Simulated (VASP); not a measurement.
# ZnO in VASP: relaxation of the atoms with PBEsol

Aim: the relaxation of the atoms of ZnO with PBEsol.

Program: VASP 6.6.1. These are calculated values, not measurements. Logs are shortened: lines on timing, memory, paths and dates and some standing lists are left out, and cuts for length are marked.

## 1. Starting point

The cell holds a slab with vacuum, 12 atoms: a = 3.249 Å, b = 5.206 Å, c = 22.566 Å, α = 90.00°, β = 90.00°, γ = 90.00°.

## 2. Relaxation of the atoms, PBEsol

Contents of INCAR:

```
SYSTEM = ZnO
  PREC = Accurate
  ENCUT = 520
  EDIFF = 1E-6
  ISMEAR = 0
  SIGMA = 0.05
  LREAL = .FALSE.
  LASPH = .TRUE.
  NELM = 60
  ALGO = Fast
  ISIF = 2
  LWAVE = .FALSE.
  LCHARG = .FALSE.
  LDIPOL = .TRUE.
  IDIPOL = 3
  DIPOL = 0.5 0.5 0.500
  GGA = PS
  IBRION = 2
  NSW = 100
  EDIFFG = -0.015
  KPAR = 8
```

Contents of KPOINTS:

```
Automatic mesh
0
G
  8 6 1
  0 0 0
```

Contents of POSCAR:

```
ZnO
1.0
    3.2493080000      0.0000000000      0.0000000000
    0.0000000000      5.2057090000      0.0000000000
    0.0000000000      0.0000000000     22.5659609700
Zn O
6 6
Direct
    0.0000000000      0.5000000000      0.3545162562
    0.4999999999      0.0000000000      0.3960830401
    0.5000000000      0.5000000000      0.4792166080
    0.9999999999      0.0000000000      0.5207833920
    0.0000000000      0.5000000000      0.6039169599
    0.4999999999      0.0000000000      0.6454837438
    0.4999999999      0.3790100000      0.3960830401
    0.0000000000      0.8790100000      0.3545162562
    0.9999999999      0.3790100000      0.5207833920
    0.5000000000      0.8790100000      0.4792166080
    0.4999999999      0.3790100000      0.6454837438
    0.0000000000      0.8790100000      0.6039169599
```

Potentials or basis: VASP PAW PBE potentials, release 64 (Zn, O).

The run is started by

```console
$ cat potpaw_PBE.64/Zn/POTCAR potpaw_PBE.64/O/POTCAR > POTCAR
$ mpirun -np 8 vasp_std > vasp.out
```

OUTCAR:

```text
SYSTEM = ZnO
   PREC = Accurate
   ENCUT = 520
   EDIFF = 1E-6
   ISMEAR = 0
   LREAL = .FALSE.
   LASPH = .TRUE.
   NELM = 60
   ISIF = 2
   GGA = PS
   IBRION = 2
   NSW = 100
   EDIFFG = -0.015

 ion  position               nearest neighbor table
   1  0.000  0.500  0.355-   8 1.97   7 1.98   7 1.98
   2  0.500  0.000  0.396-   7 1.97   8 1.98   8 1.98  10 1.98
   3  0.500  0.500  0.479-  10 1.97   7 1.98   9 1.98   9 1.98
   4  1.000  0.000  0.521-   9 1.97  12 1.98  10 1.98  10 1.98
   5  0.000  0.500  0.604-  12 1.97  11 1.98  11 1.98   9 1.98
   6  0.500  0.000  0.645-  11 1.97  12 1.98  12 1.98
   7  0.500  0.379  0.396-   2 1.97   1 1.98   1 1.98   3 1.98
   8  0.000  0.879  0.355-   1 1.97   2 1.98   2 1.98
   9  1.000  0.379  0.521-   4 1.97   5 1.98   3 1.98   3 1.98
  10  0.500  0.879  0.479-   3 1.97   2 1.98   4 1.98   4 1.98
  11  0.500  0.379  0.645-   6 1.97   5 1.98   5 1.98
  12  0.000  0.879  0.604-   5 1.97   6 1.98   6 1.98   4 1.98

  LATTYP: Found a simple orthorhombic cell.
 ALAT       =     3.2493080000
 B/A-ratio  =     1.6020977390
 C/A-ratio  =     6.9448513253

  Lattice vectors:

 A1 = (   3.2493080000,   0.0000000000,   0.0000000000)
 A2 = (   0.0000000000,   5.2057090000,   0.0000000000)
 A3 = (   0.0000000000,   0.0000000000,  22.5659609700)

Analysis of symmetry for initial positions (statically):
=====================================================================
 Subroutine PRICEL returns:
 Original cell was already a primitive cell.

 Routine SETGRP: Setting up the symmetry group for a
 simple orthorhombic supercell.

 Subroutine GETGRP returns: Found  4 space group operations
 (whereof  2 operations were pure point group operations)
 out of a pool of  8 trial point group operations.

The static configuration has the point symmetry C_1h.
 The point group associated with its full space group is C_2v.

Analysis of symmetry for dynamics (positions and initial velocities):
=====================================================================
 Subroutine PRICEL returns:
 Original cell was already a primitive cell.

 Routine SETGRP: Setting up the symmetry group for a
 simple orthorhombic supercell.

 Subroutine GETGRP returns: Found  4 space group operations
 (whereof  2 operations were pure point group operations)
 out of a pool of  8 trial point group operations.

The dynamic configuration has the point symmetry C_1h.
 The point group associated with its full space group is C_2v.

 Subroutine INISYM returns: Found  4 space group operations
 (whereof  2 operations are pure point group operations),
 and found     1 'primitive' translations

----------------------------------------------------------------------------------------

                                     Primitive cell

  volume of cell :     381.7021

  direct lattice vectors                    reciprocal lattice vectors
     3.249308000  0.000000000  0.000000000     0.307757836  0.000000000  0.000000000
     0.000000000  5.205709000  0.000000000     0.000000000  0.192096792  0.000000000
     0.000000000  0.000000000 22.565960970     0.000000000  0.000000000  0.044314532

  length of vectors
     3.249308000  5.205709000 22.565960970     0.307757836  0.192096792  0.044314532

  position of ions in fractional coordinates (direct lattice)
     0.000000000  0.500000000  0.354516256
     0.500000000  0.000000000  0.396083040
     0.500000000  0.500000000  0.479216608
     1.000000000  0.000000000  0.520783392
     0.000000000  0.500000000  0.603916960
     0.500000000  0.000000000  0.645483744
     0.500000000  0.379010000  0.396083040
     0.000000000  0.879010000  0.354516256
     1.000000000  0.379010000  0.520783392
     0.500000000  0.879010000  0.479216608
     0.500000000  0.379010000  0.645483744
     0.000000000  0.879010000  0.603916960

[... 65 lines left out ...]
   total plane-waves  NPLWV = 161280
   dimension x,y,z NGX =    24 NGY =   40 NGZ =  168
   dimension x,y,z NGXF=    48 NGYF=   80 NGZF=  336
   ions per type =               6   6
   NGX,Y,Z   is equivalent  to a cutoff of  12.28, 12.77, 12.38 a.u.
   NGXF,Y,Z  is equivalent  to a cutoff of  24.56, 25.55, 24.75 a.u.
 SYSTEM =  ZnO
   PREC   = accura    normal or accurate (medium, high low for compatibility)
   ISTART =      0    job   : 0-new  1-cont  2-samecut
   ICHARG =      2    charge: 1-file 2-atom 10-const
   ISPIN  =      1    spin polarized calculation?
   LNONCOLLINEAR =      F non collinear calculations
   LSORBIT =      F    spin-orbit coupling
   LASPH  =      T    aspherical Exc in radial PAW
   ENCUT  =  520.0 eV  38.22 Ry    6.18 a.u.   6.04  9.68 41.96*2*pi/ulx,y,z
   NELM   =     60;   NELMIN=  2; NELMDL= -5     # of ELM steps
   EDIFF  = 0.1E-05   stopping-criterion for ELM
   LREAL  =      F    real-space projection
   EDIFFG = -.1E-01   stopping-criterion for IOM
   NSW    =    100    number of steps for IOM
   IBRION =      2    ionic relax: 0-MD 1-quasi-New 2-CG
   NFREE  =      1    steps in history (QN), initial steepest desc. (CG)
   ISIF   =      2    stress and relaxation
   ISYM   =      2    0-nonsym 1-usesym 2-fastsym
   POTIM  = 0.5000    time-step for ionic-motion
   TEBEG  =    0.0;   TEEND  =   0.0 temperature during run
   PSTRESS=    0.0 pullay stress
   NELECT =     108.0000    total number of electrons
   NUPDOWN=      -1.0000    fix difference up-down
   EMIN   =  10.00;   EMAX   =-10.00  energy-range for DOS
   EFERMI =   0.00;   METHOD = LEGACY
   ISMEAR =     0;   SIGMA  =   0.05  broadening in eV -4-tet -1-fermi 0-gaus
   EFERMI_NEDOS =   21; number of points for ismear=-14 and -15
   IALGO  =     68    algorithm
   IMIX   =      4    mixing-type and parameters
     AMIX     =   0.40;   BMIX     =  1.00
     AMIX_MAG =   1.60;   BMIX_MAG =  1.00
  volume/ion in A,a.u.               =      31.81       214.65
  Fermi-wavevector in a.u.,A,eV,Ry     =   1.074751  2.030985 15.715951  1.155090
  Thomas-Fermi vector in A             =   2.210588
   LORBIT       =      0    0 simple, 1 ext, 2 COOP (PROOUT), +10 PAW based schemes
   GGA     = PS    functional components
   LHFCALC =     F    Hartree Fock is set to
   AEXX    =    0.0000 exact exchange contribution
   IVDW    =     0    specifies the selected vdW correction
   LEPSILON=     F    determine dielectric tensor
   LRPA    =     F    only Hartree local field effects (RPA)
 conjugate gradient relaxation of ions
 non-spin polarized calculation
 RMM-DIIS sequential band-by-band and
 Gauss-broadening in eV      SIGMA  =   0.05
  energy-cutoff  :      520.00
  volume of cell :      381.70
 maximum number of plane-waves:     10322
   NGX = 13   NGY = 19   NGZ = 83

--------------------------------------- Ionic step        1  -------------------------------------------

 number of electron     108.0000019 magnetization

 Free energy of the ion-electron system (eV)
  ---------------------------------------------------
  ext. energy  EPLUGINS =         0.00000000
  ---------------------------------------------------
  free energy    TOTEN  =       -55.37926726 eV

  energy without entropy =      -55.37926726  energy(sigma->0) =      -55.37926726

------------------------ aborting loop because EDIFF is reached ----------------------------------------

  FORCE on cell =-STRESS in cart. coord.  units (eV):
  Direction    XX          YY          ZZ          XY          YZ          ZX
  --------------------------------------------------------------------------------------
  -------------------------------------------------------------------------------------
  Total       -3.5710659     -5.2932421     -2.3288728      0.0000000      0.0000000      0.0000000
  in kB      -14.9893860    -22.2181422     -9.7753375      0.0000000      0.0000000      0.0000000
  external PRESSURE =     -15.6609552 kB  Pullay stress =       0.0000000 kB
[... 119 lines left out ...]
  FREE ENERGIE OF THE ION-ELECTRON SYSTEM (eV)
  ---------------------------------------------------
  free  energy   TOTEN  =       -55.8831870405 eV

  energy  without entropy=      -55.8831870405  energy(sigma->0) =      -55.88318704

[... ionic steps 4 to 21 ...]

--------------------------------------- Ionic step       22  -------------------------------------------

 number of electron     108.0000063 magnetization

 dipolmoment           0.000000      0.000000      0.000000 electrons x Angstroem

------------------------ aborting loop because EDIFF is reached ----------------------------------------

  FORCE on cell =-STRESS in cart. coord.  units (eV):
  Direction    XX          YY          ZZ          XY          YZ          ZX
  --------------------------------------------------------------------------------------
  -------------------------------------------------------------------------------------
  Total        2.7644096      3.0265243     -0.1832945      0.0000000      0.0000000      0.0000000
  in kB       11.6034830     12.7036978     -0.7693704      0.0000000      0.0000000      0.0000000
  external PRESSURE =       7.8459368 kB  Pullay stress =       0.0000000 kB
[... 79 lines left out ...]
--------------------------------------- Ionic step       24  -------------------------------------------

 number of electron     108.0000063 magnetization

 dipolmoment           0.000000      0.000000     -0.000000 electrons x Angstroem

 Free energy of the ion-electron system (eV)
  ---------------------------------------------------
  ext. energy  EPLUGINS =         0.00000000
  ---------------------------------------------------
  free energy    TOTEN  =       -56.14894100 eV

  energy without entropy =      -56.14894100  energy(sigma->0) =      -56.14894100

 E-fermi :  -2.9690     XC(G=0):  -4.6571

 val. band max:       -3.1931140450   @ k =   0.0000   0.0000   0.0000
 cond. band min:      -2.1837761839   @ k =   0.0000   0.0000   0.0000
 fundamental gap:      1.0093378611
 Fermi energy:        -2.9689842541

 k-point     1 :       0.0000    0.0000    0.0000
  band No.  band energies     occupation
      1     -21.5473      2.00000
      2     -21.3802      2.00000
      3     -20.9437      2.00000
      4     -20.6440      2.00000
      5     -20.1806      2.00000
      6     -20.1550      2.00000
[... 1329 lines left out ...]
     63       5.0492      0.00000
     64       5.0517      0.00000

------------------------ aborting loop because EDIFF is reached ----------------------------------------

 vacuum level on the upper side and lower side of the slab       (xc-potential included)        -0.148        -0.148

  FORCE on cell =-STRESS in cart. coord.  units (eV):
  Direction    XX          YY          ZZ          XY          YZ          ZX
  --------------------------------------------------------------------------------------
  -------------------------------------------------------------------------------------
  Total        2.7628701      2.9491687     -0.1962210      0.0000000      0.0000000      0.0000000
  in kB       11.5970212     12.3790011     -0.8236289      0.0000000      0.0000000      0.0000000
  external PRESSURE =       7.7174645 kB  Pullay stress =       0.0000000 kB
[... 27 lines left out ...]
  FREE ENERGIE OF THE ION-ELECTRON SYSTEM (eV)
  ---------------------------------------------------
  free  energy   TOTEN  =       -56.1489409989 eV

  energy  without entropy=      -56.1489409989  energy(sigma->0) =      -56.14894100

 reached required accuracy - stopping structural energy minimisation

 vacuum level on the upper side and lower side of the slab         2.529         2.529
```

It took 32 min on 8 MPI ranks of Intel Xeon Platinum 8488C (Sapphire Rapids), shared host; peak memory 0.71 GiB.

What came out:

```yaml
Free_energy: -56.1489 eV
Energy_gained_by_relaxing: 64.1 meV/atom
Ionic_steps: 24
Largest_force_after_relaxing: 0.008 eV/Å
Band_gap_on_the_k_mesh: 1.01 eV, direct
```

Forces in eV/Å, atoms in the order of the input:
```
Zn   0.000  0.004 -0.004
Zn   0.000 -0.001  0.003
Zn   0.000 -0.001  0.007
Zn   0.000 -0.001 -0.007
Zn   0.000 -0.001 -0.003
Zn   0.000  0.004  0.004
O    0.000  0.000  0.008
O    0.000 -0.002 -0.001
O    0.000  0.000 -0.003
O    0.000  0.000  0.003
O    0.000 -0.002  0.001
O    0.000  0.000 -0.008
```

Step by step:
| step | energy change (eV) | largest force (eV/Å) | pressure (GPa) |
| --- | --- | --- | --- |
| 1 | 0.0000 | 1.8330 | -1.57 |
| 2 | -0.4312 | 1.0297 | -0.89 |
| 3 | -0.5039 | 0.8926 | -0.34 |
| 4 | -0.6256 | 0.4672 | -0.15 |
| 5 | -0.6402 | 0.4689 | -0.04 |
| 6 | -0.6802 | 0.2838 | 0.16 |
| 7 | -0.6915 | 0.3515 | 0.35 |
| 8 | -0.7162 | 0.2527 | 0.44 |
| 9 | -0.7254 | 0.3218 | 0.54 |
| 10 | -0.7433 | 0.2691 | 0.71 |
| 11 | -0.7494 | 0.2222 | 0.88 |
| 12 | -0.7605 | 0.1075 | 0.91 |
| 13 | -0.7618 | 0.1098 | 0.93 |
| 14 | -0.7651 | 0.0812 | 0.97 |
| 15 | -0.7658 | 0.0810 | 1.00 |
| 16 | -0.7671 | 0.0546 | 0.98 |
| 17 | -0.7671 | 0.0457 | 0.98 |
| 18 | -0.7679 | 0.0521 | 0.97 |
| 19 | -0.7681 | 0.0680 | 0.95 |
| 20 | -0.7687 | 0.0502 | 0.91 |
| 21 | -0.7693 | 0.0405 | 0.80 |
| 22 | -0.7696 | 0.0222 | 0.78 |
| 23 | -0.7696 | 0.0153 | 0.79 |
| 24 | -0.7697 | 0.0078 | 0.77 |

Final structure:
```cif
data_structure
_symmetry_space_group_name_H-M 'P 1'
_symmetry_Int_Tables_number 1
_cell_length_a 3.2493
_cell_length_b 5.2057
_cell_length_c 22.5660
_cell_angle_alpha 90.000
_cell_angle_beta 90.000
_cell_angle_gamma 90.000
_cell_volume 381.70
loop_
_atom_site_label
_atom_site_type_symbol
_atom_site_fract_x
_atom_site_fract_y
_atom_site_fract_z
_atom_site_occupancy
Zn1 Zn 0.00000 0.53118 0.37225 1
Zn2 Zn 0.50000 0.99419 0.38986 1
Zn3 Zn 0.50000 0.49230 0.48427 1
Zn4 Zn 0.00000 0.99230 0.51573 1
Zn5 Zn 0.00000 0.49419 0.61014 1
Zn6 Zn 0.50000 0.03118 0.62775 1
O1 O 0.50000 0.37115 0.39817 1
O2 O 0.00000 0.87794 0.35435 1
O3 O 0.00000 0.37027 0.52279 1
O4 O 0.50000 0.87027 0.47721 1
O5 O 0.50000 0.37794 0.64565 1
O6 O 0.00000 0.87115 0.60183 1
```

Caveat: the PAW data sets were made with another functional, which shifts forces and pressure a little.
